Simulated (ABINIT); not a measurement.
The system is Na2S.

```
S Na
1.0
     0.00000    3.27350    3.27350
     3.27350    0.00000    3.27350
     3.27350    3.27350    0.00000
S Na
1 2
Direct
  0.00000 0.00000 0.00000
  0.75000 0.75000 0.75000
  0.25000 0.25000 0.25000
```

Program: ABINIT 10.8.3 (patched build). Alike in all runs: no spin polarisation; cell as given; k mesh 7 × 7 × 7; smearing fermi-dirac 0.05 eV. Hardware: 4 MPI ranks on Intel(R) Xeon(R) 6975P-C (Granite Rapids) (shared host).

Task: Order these runs on this cell by their wall time, lowest first.
A. task band structure; level r2SCAN; potentials or basis JTH PAW PBE v2.0; cutoff (eV) 1306; fine-grid cutoff 1959.22 eV
B. task band structure; level LDA; potentials or basis JTH PAW LDA v2.0; cutoff (eV) 1088; fine-grid cutoff 1687.11 eV
C. task single point; level PBEsol; potentials or basis PseudoDojo NC SR PBEsol v0.4.1 standard; cutoff (eV) 1197

Result: C (13 s), B (55 s), A (230 s).
